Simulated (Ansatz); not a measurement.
Bands of PtSe

```
Pt Se
1.0
     0.00000    2.64397    2.64397
     2.64397    0.00000    2.64397
     2.64397    2.64397    0.00000
Pt Se
1 1
Direct
  0.00000 0.00000 0.00000
  0.50000 0.50000 0.50000
```

Atoms are numbered in the order listed.

The cell was built from the rocksalt type and relaxed in the same program, and has space group Fm-3m; it needn't be a known or the stable phase.

These are results of Ansatz 0.2.0, DFT, PBE, all-electron LAPW, Dirac equation with spin-orbit coupling, not measurements.

Numerical set-up: a Γ-centred 11×11×11 k mesh, Fermi–Dirac smearing of 0.03 eV, basis error target 0.5 meV/atom, no spin polarisation.

Points in fractions of the reciprocal vectors of this cell: Γ (0, 0, 0), X (0.5, 0, 0.5), U (0.625, 0.25, 0.625), K (0.375, 0.375, 0.75), L (0.5, 0.5, 0.5), W (0.5, 0.25, 0.75). The path joins them by straight lines in the order Γ–X–U–K–Γ–L–W–X; legs that retrace an earlier one aren't tabulated. Energies are in eV from the Fermi level.

(1) Metal or insulator at this level of theory?

(2) Tabulate bands 64 to 69, counted from the lowest band of the run, along the path.

## Answers

(1) No gap opens: metallic or semimetallic.

(2) 
```
k (1/Å)  point  band 64  band 65  band 66  band 67  band 68  band 69
   0.00      Γ    -1.88    -1.22    -1.22    -1.22    -1.22     1.34
   0.24           -1.44    -1.13    -1.13    -0.98    -0.98     2.76
   0.48           -1.35    -0.73    -0.73    -0.67    -0.67     4.97
   0.71           -1.57    -0.74    -0.74    -0.37    -0.37     2.84
   0.95           -2.07    -1.14    -1.14    -0.24    -0.24     0.45
   1.19      X    -2.47    -1.39    -1.39    -0.93    -0.93     0.15
   1.27           -2.34    -1.37    -1.37    -0.93    -0.93     0.33
   1.36           -1.93    -1.30    -1.30    -0.92    -0.92     0.80
   1.44           -1.61    -1.06    -1.06    -0.93    -0.93     1.42
   1.52           -1.47    -0.97    -0.97    -0.58    -0.58     2.09
   1.61      U    -1.40    -0.99    -0.99    -0.01    -0.01     2.75
   1.75           -1.42    -0.94    -0.94    -0.04    -0.04     3.54
   1.90           -1.49    -0.76    -0.76    -0.36    -0.36     4.79
   2.04           -1.49    -0.76    -0.76    -0.36    -0.36     4.79
   2.19           -1.42    -0.94    -0.94    -0.04    -0.04     3.54
   2.34      K    -1.40    -0.99    -0.99    -0.01    -0.01     2.75
   2.59           -1.37    -0.91    -0.91     1.77     1.77     4.16
   2.84           -1.42    -0.75    -0.75     2.68     2.68     4.99
   3.09           -1.58    -0.84    -0.84     1.51     1.51     4.74
   3.34           -1.69    -1.18    -1.18    -0.27    -0.27     2.72
   3.60      Γ    -1.88    -1.22    -1.22    -1.22    -1.22     1.34
   3.80           -1.86    -0.89    -0.89    -0.66    -0.66     2.31
   4.01           -1.94     0.28     0.28     0.40     0.40     3.82
   4.21           -1.74     1.47     1.47     1.52     1.52     4.26
   4.42           -1.47     2.48     2.48     2.49     2.49     3.57
   4.63      L    -1.34     2.91     2.91     2.97     2.97     3.19
   4.79           -1.37     1.98     1.98     2.54     2.54     3.97
   4.96           -1.44     0.90     0.90     1.53     1.53     4.79
   5.13           -1.50    -0.07    -0.07     0.32     0.32     5.18
   5.30           -1.50    -0.88    -0.88    -0.64    -0.64     5.09
   5.47      W    -1.40    -1.39    -1.39    -1.00    -1.00     5.05
   5.58           -1.55    -1.31    -1.31    -0.98    -0.98     4.21
   5.70           -1.76    -1.30    -1.30    -0.95    -0.95     2.81
   5.82           -1.99    -1.32    -1.32    -0.92    -0.92     1.49
   5.94           -2.27    -1.36    -1.36    -0.92    -0.92     0.52
   6.06      X    -2.47    -1.39    -1.39    -0.93    -0.93     0.15
```
